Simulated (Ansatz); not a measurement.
**Bi: equation of state with PBE**

The system is Bi.

```
Bi
1.0
     4.65841    0.00000    0.00000
     0.00000    4.52639    0.00000
    -0.34597    0.00000    6.51195
Bi
4
Direct
  0.25137 0.25000 0.74873
  0.74863 0.75000 0.25127
  0.24989 0.25000 0.24888
  0.75011 0.75000 0.75112
```

* Program: Ansatz 0.2.0
* Task: equation of state
* Functional: PBE
* Potentials or basis: Ansatz PAW
* Cutoff: 420 eV
* Density cutoff: 1680 eV
* k mesh: 6 × 6 × 4
* Occupations: fermi-dirac, width 0.05 eV
* Spin: no spin polarisation

| Item | Value |
| --- | --- |
| Equilibrium volume | 35.13 Å³/atom |
| Bulk modulus at fixed shape and positions | 46 GPa |
| Pressure derivative of the bulk modulus | 4.7 |

Energy against volume, from the lowest point:
```csv
volume (Å³/atom),energy (meV/atom)
32.268,39.67
32.954,22.01
33.641,9.89
34.327,2.73
35.014,0.00
35.700,1.24
36.387,6.03
```

All runs of the series together: 82 s on 2 threads of Arm Neoverse V1, with other jobs on the host.

Caveat: the cell was scaled at fixed shape and fractional positions, which overstates the stiffness of a crystal with free parameters, most of all of layers and chains.
